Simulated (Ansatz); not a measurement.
# Co (P6_3/mmc) in Ansatz: a series of runs

The runs below take Co through single point, relaxation of cell and atoms, with PBE, BLYP, LDA, revPBE+D3(BJ), revPBE+D4.

Program: Ansatz 0.2.0. These are calculated values, not measurements. Logs are shortened: lines on timing, memory, paths and dates and some standing lists are left out, and cuts for length are marked.

**1. Starting point**

It takes space group P6_3/mmc (No. 194, hexagonal). The conventional cell has a = 2.472 Å, b = 2.472 Å, c = 4.021 Å, α = 90.00°, β = 90.00°, γ = 120.00°. Co (site symmetry -6m2) has 12 Co at 2.47 Å as nearest neighbours.

**2. Single point, PBE, collinear spin, ferromagnetic start**

File input.yaml:

```yaml
crystal:
  lattice:
    - [2.4719999032, 0.0, 0.0]
    - [-1.2359999516, 2.1408147143, 0.0]
    - [0.0, 0.0, 4.02114408]
  atoms:
    - { symbol: Co, position: [0.6666666667, 0.3333333333, 0.75], spin: 2.0 }
    - { symbol: Co, position: [0.3333333333, 0.6666666667, 0.25], spin: 2.0 }
kpoints:
  mp_grid: { grid: [12, 12, 7] }
scf:
  occupations: { method: gaussian, width: 0.015 }
hamiltonian:
  xc: pbe
  pseudopotentials: { kind: all_electron, lapw: { basis_error: 0.001 } }
magnetization:
  spin_polarized: true
output:
  forces: true
  stress: true
  eigenvalues: true
```

Potentials or basis: all-electron LAPW, scalar-relativistic.

On the command line:

```bash
ansatz run input.yaml --threads 2 --pin off --max-ram 6144MiB --backend cpu --events-out ev --progress --plain --runs-dir out
```

Log:

```text
Warning: RAYON_NUM_THREADS=2 ignored (pool sized by the plan → 2); use --threads N
LAPW: plane waves up to 9.095 Å⁻¹, error target 1.0e-3 eV per atom; small_component_spin mean_spin; Co in spheres of 1.233 Å, 17 of its electrons in bands, Dirac shells [] (how accurate: hamiltonian.pseudopotentials.lapw.basis_error, Limitations)
Engine: ansatz 0.2.0, x86_64-unknown-linux-gnu
Pseudopotentials: kind: all_electron
Pseudopotential: Co, LAPW, valence charge 17, lapw/all_electron/scalar/gaussian/Co, Koelling and Harmon's equation, gaussian nucleus
Functional definition: PBE
  parameter kappa = 0.804
  parameter beta = 0.06672455060314922
  exchange = pbe_x(kappa = kappa, mu = beta*pi^2/3)
  correlation = pbe_c(beta = beta)
Crystal: 2 atoms, lattice volume = 21.280 Å³
Basis set: ecut = 315.14779250608046 eV, 287 PW (Γ), exchange–correlation at level 2
Bands: 23, of which v1, the nominal top of the filled ones, is band 17 counted from 1 (16 counted from 0)
Symmetry: 24 space group operations
Space group: P63/mmc (ITA 194), of the structure as read, at distance tolerance 2.8e-5 Å
Magnetic group: BNS 194.263 (UNI 1493), of the structure as read, at distance tolerance 2.8e-5 Å
k-points: 76 of 1008
Non-local potential: Co, projectors of the file, none
Initial density: superposition of atomic densities (chi_scale 0.1, normalization cell)
Starting moments: Σ|m| = 4 μB on 2 of 2 sites
Initial wavefunctions: plane waves of lowest kinetic energy (no species holds an atomic orbital)
Functional: x = pbe(κ = 0.804, μ = 0.2195149727645171), c = pbe(β = 0.06672455060314922)
iter 1 solved again at ethr=2.86e-5 eV; its pass at ethr=1.00e-1 eV (dr2=9.71e-3 eV) is discarded
SCF iter   1: F=—  HF=-75835.012379 eV  |F-HF|=—  |Δ(HF+E_count)|=         —  Δρ=1.81e-2 (↑1.79e-2 ↓1.81e-2)  dr2=9.80e-3  dr2_m=5.96e-2  M=3.261 μB ∫|m|=3.389 μB  β_m=0.30  ethr=2.86e-5  ⟨swp⟩=3.4  Hψ=27159  notcnv=0
Mixer restart at iter 1: flushing history
preconditioner: auto → none  [insulator: Δε(μ)=0.016 eV  Ē_g=9.756 eV  σ=0.015 eV  W_gap=0.54  n_scr=8 (ndim 8)  ℏωp=34.2 eV  f_vac=0.000  D(μ)=2.04/eV (n_scr^D=22)  ε∞_Penn≈13.3]
SCF iter   2: F=—  HF=-75835.073690 eV  |F-HF|=—  |Δ(HF+E_count)|=   6.13e-2  Δρ=1.30e-2 (↑1.27e-2 ↓1.30e-2)  dr2=4.13e-3  dr2_m=3.09e-2  M=3.245 μB ∫|m|=3.412 μB  β_m=0.46  ethr=2.86e-5  ⟨swp⟩=2.8  Hψ=10647  notcnv=0
SCF iter   3: F=—  HF=-75835.132513 eV  |F-HF|=—  |Δ(HF+E_count)|=   5.88e-2  Δρ=5.40e-3 (↑5.08e-3 ↓5.40e-3)  dr2=7.59e-4  dr2_m=4.91e-3  M=3.217 μB ∫|m|=3.456 μB  β_m=0.44  ethr=1.22e-5  ⟨swp⟩=3.0  Hψ=12023  notcnv=0
iter 4 solved again at ethr=5.19e-8 eV; its pass at ethr=2.23e-6 eV (dr2=1.76e-5 eV) is discarded
SCF iter   4: F=—  HF=-75835.146991 eV  |F-HF|=—  |Δ(HF+E_count)|=   1.45e-2  Δρ=1.43e-3 (↑1.18e-3 ↓1.43e-3)  dr2=1.76e-5  dr2_m=3.24e-4  M=3.216 μB ∫|m|=3.495 μB  β_m=0.72  ethr=5.19e-8  ⟨swp⟩=2.0  Hψ=18211  notcnv=0
SCF iter   5: F=—  HF=-75835.149931 eV  |F-HF|=—  |Δ(HF+E_count)|=   2.94e-3  Δρ=1.10e-3 (↑1.10e-3 ↓1.06e-3)  dr2=8.17e-6  dr2_m=2.23e-4  M=3.218 μB ∫|m|=3.531 μB  β_m=0.62  ethr=5.19e-8  ⟨swp⟩=3.8  Hψ=11823  notcnv=0
SCF iter   6: F=—  HF=-75835.150013 eV  |F-HF|=—  |Δ(HF+E_count)|=   8.22e-5  Δρ=3.20e-4 (↑3.20e-4 ↓3.11e-4)  dr2=6.97e-7  dr2_m=1.91e-5  M=3.218 μB ∫|m|=3.533 μB  β_m=0.81  ethr=2.40e-8  ⟨swp⟩=3.0  Hψ=10280  notcnv=0
SCF iter   7: F=—  HF=-75835.150021 eV  |F-HF|=—  |Δ(HF+E_count)|=   7.79e-6  Δρ=5.01e-5 (↑5.01e-5 ↓4.86e-5)  dr2=1.05e-8  dr2_m=4.70e-7  M=3.218 μB ∫|m|=3.535 μB  β_m=0.91  ethr=2.05e-9  ⟨swp⟩=3.0  Hψ=10661  notcnv=0
SCF iter   8: F=—  HF=-75835.150021 eV  |F-HF|=—  |Δ(HF+E_count)|=   2.86e-7  Δρ=5.00e-6 (↑4.99e-6 ↓5.00e-6)  dr2=1.73e-10  dr2_m=4.80e-9  M=3.218 μB ∫|m|=3.535 μB  β_m=0.88  ethr=3.09e-11  ⟨swp⟩=3.1  Hψ=10968  notcnv=0
SCF iter   9: F=-75835.150021 eV  HF=-75835.150021 eV  |F-HF|=5.82e-11  |Δ(HF+E_count)|=   3.09e-9  Δρ=2.72e-7 (↑2.72e-7 ↓2.29e-7)  dr2=2.56e-12  dr2_m=1.15e-11  M=3.218 μB ∫|m|=3.535 μB  ethr=1.33e-12 (applied; sched 1.00e-12)  ⟨swp⟩=3.0  Hψ=10720  notcnv=0
SCF 1 converged in 9 iterations: F = -75835.150021 eV  dr2 = 2.56e-12
SCF converged after 9 iterations
Magnetization: 3.2180 μB (18.6090 up, 15.3910 down)
Absolute magnetization: 3.5349 μB (∫|ρ↑−ρ↓|)
Spin contamination: 0.0536 ħ² per cell (⟨S²⟩ above its minimum at these occupations)
Per-site moments (μB) at R_I (Å): [(1.661455524069634, 1.2328146238691473), (1.661455524069634, 1.2328146238691473)]
Free energy (F): -75835.150021 eV
Harris-Foulkes:  -75835.150021 eV  (|F-HF|=5.82e-11)
Internal energy: -75835.149836 eV  (E = F + TS)
E sigma→0 (E₀):  -75835.149928 eV
Entropy (-TS):   -0.000185 eV (-0.093 meV/atom)
Fermi energy:    19.530740 eV
--- Per-component energies (eV) ---
  E_band       = -460.027655
  E_kinetic    = 76965.112763
  E_xc         = -3250.075403
  E_electrostatic = -149550.187195  (all electrons and nuclei)
  E_smearing   = -0.000185  (= −TS)
  E_closure    = 0.000000  (closes the sum)
  E_atoms      = -75818.578525  (free atoms, spherical and without spin; not in F)
  Σ components = -75835.150021   (vs F -75835.150021, Δ=0.00e0)
  Basis errors (estimates in eV, not in F): energy 2.2e-4 per atom: plane waves 2.1e-4 (1.1e-4 summed), levels above the bands 0.0e0, relativity 2.6e-8, radial functions 6.2e-6, core shells 1.0e-9; eigenvalues (radial functions only) 9.9e-7; not estimated: angular momenta, meshes, grids; target (lapw.basis_error) 1.0e-3; muffin-tin radii Co 1.233 Å
--- Forces (eV/Å), atoms counted from 1 ---
  atom   1  Co     0.00000000    -0.00000000     0.00000000
  atom   2  Co    -0.00000000     0.00000000     0.00000000
  max |Σ_I F_I| component: 4.63e-18 eV/Å
--- Stress (GPa, compression-positive) ---
        5.781750      -0.000000       0.000000
        0.000000       5.781750       0.000000
        0.000000       0.000000       2.325906
  P = ⅓ Tr σ = 4.6298 GPa (46.298 kbar)
--- Band table (eV; the first three rows and the last of 152) ---
  k-point 0 ↑: bands = ["-76.5396", "-76.4793", "-39.9457", "-39.6472", "-39.6472", "-39.5987", "-39.5979", "-39.5979", "10.4032", "14.2481", "16.8515", "16.9058", "16.9058", "17.2247", "17.2247", "17.6156", "17.6156", "18.7373", "18.7373", "19.2847", "25.9234", "41.5236", "44.3729"]
  k-point 1 ↑: bands = ["-76.5366", "-76.4823", "-39.9288", "-39.6448", "-39.6448", "-39.6161", "-39.6003", "-39.6003", "10.6103", "14.1995", "16.7978", "16.8565", "16.8565", "17.1696", "17.1696", "17.7389", "17.7389", "18.5363", "18.7249", "18.7249", "27.0842", "41.4176", "43.2085"]
  k-point 2 ↑: bands = ["-76.5283", "-76.4907", "-39.8812", "-39.6648", "-39.6379", "-39.6379", "-39.6072", "-39.6072", "11.2118", "13.9261", "16.6630", "16.7966", "16.7966", "17.0378", "17.0378", "17.3036", "18.0052", "18.0052", "18.6646", "18.6646", "29.6645", "39.6362", "41.8482"]
  k-point 75 ↓: bands = ["-74.4001", "-74.4001", "-37.8754", "-37.8754", "-37.8125", "-37.7876", "-37.6523", "-37.6523", "16.7976", "16.8750", "16.9046", "16.9046", "17.7545", "17.7545", "19.2389", "19.5057", "20.6605", "20.6605", "25.9592", "25.9592", "27.0721", "28.3261", "30.0205"]
```

Wall time 50 s (2 threads of AMD EPYC (Zen 3), shared host); peak memory 0.54 GiB.

What came out:

```yaml
Free_energy: -75835.1500 eV
Pressure: 4.6 GPa
Band_gap_on_the_k_mesh: none (metal or under the smearing width)
Net_moment: 3.22 μB per cell
Absolute_moment: 3.53 μB per cell
Site_moments: Co +1.66 μB
```

Levels at points of the mesh, in eV from the Fermi level:
Spin up:
| k point | band 15 | band 16 | band 17 | band 18 | band 19 | band 20 | band 21 | band 22 | band 23 |
| --- | --- | --- | --- | --- | --- | --- | --- | --- | --- |
| (0.00, 0.00, 0.00) | -2.31 | -1.92 | -1.92 | -0.79 | -0.79 | -0.25 | 6.39 | 21.99 | 24.84 |
| (0.00, -0.50, 0.00) | -2.22 | -0.64 | -0.57 | -0.49 | 1.34 | 3.39 | 9.72 | 10.38 | 12.80 |
Spin down:
| k point | band 12 | band 13 | band 14 | band 15 | band 16 | band 17 | band 18 | band 19 |
| --- | --- | --- | --- | --- | --- | --- | --- | --- |
| (0.00, 0.00, 0.00) | -0.97 | -0.97 | -0.60 | -0.60 | -0.31 | -0.14 | -0.14 | 1.10 |
| (0.00, -0.50, 0.00) | -1.92 | -1.12 | -1.09 | -0.65 | 1.27 | 1.37 | 1.43 | 2.62 |

**3. Single point, PBE, collinear spin, ferromagnetic start**

Changes to input.yaml since step 2:

```diff
@@ -11,3 +11,3 @@
 scf:
-  occupations: { method: gaussian, width: 0.015 }
+  occupations: { method: gaussian, width: 0.025 }
 hamiltonian:
```

Potentials or basis: all-electron LAPW, scalar-relativistic.

On the command line:

```bash
ansatz run input.yaml --threads 2 --pin off --max-ram 6144MiB --backend cpu --events-out ev --progress --plain --runs-dir out
```

Log:

```text
Warning: RAYON_NUM_THREADS=2 ignored (pool sized by the plan → 2); use --threads N
LAPW: plane waves up to 9.095 Å⁻¹, error target 1.0e-3 eV per atom; small_component_spin mean_spin; Co in spheres of 1.233 Å, 17 of its electrons in bands, Dirac shells [] (how accurate: hamiltonian.pseudopotentials.lapw.basis_error, Limitations)
Engine: ansatz 0.2.0, x86_64-unknown-linux-gnu
Pseudopotentials: kind: all_electron
Pseudopotential: Co, LAPW, valence charge 17, lapw/all_electron/scalar/gaussian/Co, Koelling and Harmon's equation, gaussian nucleus
Functional definition: PBE
  parameter kappa = 0.804
  parameter beta = 0.06672455060314922
  exchange = pbe_x(kappa = kappa, mu = beta*pi^2/3)
  correlation = pbe_c(beta = beta)
Crystal: 2 atoms, lattice volume = 21.280 Å³
Basis set: ecut = 315.14779250608046 eV, 287 PW (Γ), exchange–correlation at level 2
Bands: 23, of which v1, the nominal top of the filled ones, is band 17 counted from 1 (16 counted from 0)
Symmetry: 24 space group operations
Space group: P63/mmc (ITA 194), of the structure as read, at distance tolerance 2.8e-5 Å
Magnetic group: BNS 194.263 (UNI 1493), of the structure as read, at distance tolerance 2.8e-5 Å
k-points: 76 of 1008
Non-local potential: Co, projectors of the file, none
[... 21 lines left out ...]
Per-site moments (μB) at R_I (Å): [(1.660195669833426, 1.2328146238691473), (1.660195669833426, 1.2328146238691473)]
Free energy (F): -75835.150215 eV
Harris-Foulkes:  -75835.150215 eV  (|F-HF|=4.51e-10)
Internal energy: -75835.149562 eV  (E = F + TS)
E sigma→0 (E₀):  -75835.149889 eV
Entropy (-TS):   -0.000653 eV (-0.327 meV/atom)
Fermi energy:    19.529593 eV
--- Per-component energies (eV) ---
  E_band       = -460.036184
  E_kinetic    = 76965.104903
  E_xc         = -3250.072058
  E_electrostatic = -149550.182407  (all electrons and nuclei)
  E_smearing   = -0.000653  (= −TS)
  E_closure    = 0.000000  (closes the sum)
  E_atoms      = -75818.578525  (free atoms, spherical and without spin; not in F)
  Σ components = -75835.150215   (vs F -75835.150215, Δ=0.00e0)
  Basis errors (estimates in eV, not in F): energy 2.2e-4 per atom: plane waves 2.1e-4 (1.1e-4 summed), levels above the bands 0.0e0, relativity 2.6e-8, radial functions 6.5e-6, core shells 1.0e-9; eigenvalues (radial functions only) 9.9e-7; not estimated: angular momenta, meshes, grids; target (lapw.basis_error) 1.0e-3; muffin-tin radii Co 1.233 Å
--- Forces (eV/Å), atoms counted from 1 ---
  atom   1  Co    -0.00000000    -0.00000000     0.00000000
  atom   2  Co     0.00000000     0.00000000     0.00000000
  max |Σ_I F_I| component: 4.63e-18 eV/Å
--- Stress (GPa, compression-positive) ---
        5.721751       0.000000       0.000000
        0.000000       5.721751       0.000000
        0.000000       0.000000       2.384373
  P = ⅓ Tr σ = 4.6093 GPa (46.093 kbar)
--- Band table (eV; the first three rows and the last of 152) ---
  k-point 0 ↑: bands = ["-76.5394", "-76.4791", "-39.9457", "-39.6468", "-39.6468", "-39.5986", "-39.5975", "-39.5975", "10.4034", "14.2488", "16.8523", "16.9063", "16.9063", "17.2253", "17.2253", "17.6153", "17.6153", "18.7370", "18.7370", "19.2847", "25.9240", "41.5240", "44.3730"]
  k-point 1 ↑: bands = ["-76.5364", "-76.4821", "-39.9288", "-39.6444", "-39.6444", "-39.6161", "-39.5999", "-39.5999", "10.6105", "14.2002", "16.7986", "16.8570", "16.8570", "17.1701", "17.1701", "17.7387", "17.7387", "18.5364", "18.7246", "18.7246", "27.0848", "41.4180", "43.2088"]
  k-point 2 ↑: bands = ["-76.5281", "-76.4905", "-39.8811", "-39.6648", "-39.6376", "-39.6376", "-39.6068", "-39.6068", "11.2120", "13.9266", "16.6638", "16.7970", "16.7970", "17.0382", "17.0382", "17.3040", "18.0051", "18.0051", "18.6643", "18.6643", "29.6650", "39.6366", "41.8487"]
  k-point 75 ↓: bands = ["-74.4011", "-74.4011", "-37.8764", "-37.8764", "-37.8138", "-37.7888", "-37.6532", "-37.6532", "16.7971", "16.8744", "16.9041", "16.9041", "17.7537", "17.7537", "19.2380", "19.5050", "20.6593", "20.6593", "25.9585", "25.9585", "27.0714", "28.3255", "30.0201"]
```

It took 44 s on 2 threads of AMD EPYC (Zen 3), shared host; peak memory 0.54 GiB.

What came out:

```yaml
Free_energy: -75835.1502 eV
Pressure: 4.6 GPa
Band_gap_on_the_k_mesh: none (metal or under the smearing width)
Net_moment: 3.22 μB per cell
Absolute_moment: 3.53 μB per cell
Site_moments: Co +1.66 μB
```

Stress tensor (GPa, compression positive):
```
5.72 0.00 0.00
0.00 5.72 0.00
0.00 0.00 2.38
```

**4. Relaxation of cell and atoms, BLYP, collinear spin, ferromagnetic start**

Changes to input.yaml since step 3:

```diff
@@ -11,5 +11,5 @@
 scf:
-  occupations: { method: gaussian, width: 0.025 }
+  occupations: { method: fermi_dirac, width: 0.05 }
 hamiltonian:
-  xc: pbe
+  xc: blyp
   pseudopotentials: { kind: all_electron, lapw: { basis_error: 0.001 } }
@@ -20,2 +20,5 @@
   stress: true
-  eigenvalues: true
+relax:
+  f_tol: 0.02
+  max_steps: 60
+  cell: {}
```

On the command line:

```bash
ansatz run input.yaml --threads 2 --pin off --max-ram 6144MiB --backend cpu --events-out ev --progress --plain --runs-dir out
```

Run time: 3.4 min. Hardware: 2 threads of AMD EPYC (Zen 3), shared host; peak memory 0.58 GiB.

It converged, with:

| Property | Result |
| --- | --- |
| Free energy | -75851.4011 eV |
| Relaxed volume | 11.36 Å³/atom |
| Relaxed cell | a = 2.536 Å, b = 2.536 Å, c = 4.080 Å, α = 90.00°, β = 90.00°, γ = 120.00° |
| Space group after relaxing (to 0.05 Å) | P6_3/mmc (No. 194) |
| Energy gained by relaxing | 30.2 meV/atom |
| Ionic steps | 6 |
| Pressure after relaxing | 0.0 GPa |
| Net moment | 3.27 μB per cell |
| Absolute moment | 3.57 μB per cell |
| Site moments | Co +1.69 μB |

The path:
| step | energy change (eV) | largest force (eV/Å) | volume (Å³) |
| --- | --- | --- | --- |
| 1 | 0.0000 | 0.0000 | 21.28 |
| 2 | -0.0446 | 0.0000 | 21.97 |
| 3 | -0.0602 | 0.0000 | 22.65 |
| 4 | -0.0604 | 0.0000 | 22.72 |
| 5 | -0.0604 | 0.0000 | 22.72 |
| 6 | -0.0604 | 0.0000 | 22.72 |

Final structure:
```yaml
crystal:
  lattice:
    - [2.53582, 0.00000, 0.00000]
    - [-1.26791, 2.19608, 0.00000]
    - [0.00000, 0.00000, 4.08034]
  atoms:
    - { symbol: Co, position: [0.66667, 0.33333, 0.75000] }
    - { symbol: Co, position: [0.33333, 0.66667, 0.25000] }
```

**5. Relaxation of cell and atoms, LDA, collinear spin, ferromagnetic start**

Changes to input.yaml since step 4:

```diff
@@ -13,3 +13,3 @@
 hamiltonian:
-  xc: blyp
+  xc: lda
   pseudopotentials: { kind: all_electron, lapw: { basis_error: 0.001 } }
@@ -21,3 +21,3 @@
 relax:
-  f_tol: 0.02
+  f_tol: 0.005
   max_steps: 60
```

On the command line:

```bash
ansatz run input.yaml --threads 2 --pin off --max-ram 6144MiB --backend cpu --events-out ev --progress --plain --runs-dir out
```

It took 3.8 min on 2 threads of AMD EPYC (Zen 3), shared host; peak memory 0.57 GiB.

It converged, with:

```yaml
Free_energy: -75708.6004 eV
Relaxed_volume: 9.99 Å³/atom
Relaxed_cell: a = 2.427 Å, b = 2.427 Å, c = 3.916 Å, α = 90.00°, β = 90.00°, γ = 120.00°
Space_group_after_relaxing_to_0.05_Å: P6_3/mmc (No. 194)
Energy_gained_by_relaxing: 32.9 meV/atom
Ionic_steps: 6
Pressure_after_relaxing: 0.0 GPa
Net_moment: 2.98 μB per cell
Absolute_moment: 3.17 μB per cell
Site_moments: Co +1.53 μB
```

The path:
```csv
step,energy change (eV),largest force (eV/Å),volume (Å³)
1,0.0000,0.0000,21.28
2,-0.0511,0.0000,20.57
3,-0.0652,0.0000,19.87
4,-0.0657,0.0000,19.98
5,-0.0657,0.0000,19.98
6,-0.0657,0.0000,19.98
```

Final structure:
```xyz
2
Lattice="2.4270 0.0000 0.0000 -1.2135 2.1019 0.0000 0.0000 0.0000 3.9161" Properties=species:S:1:pos:R:3 pbc="T T T"
Co    1.2135    0.7006    2.9371
Co    0.0000    1.4012    0.9790
```

[end of part 1 of 2]
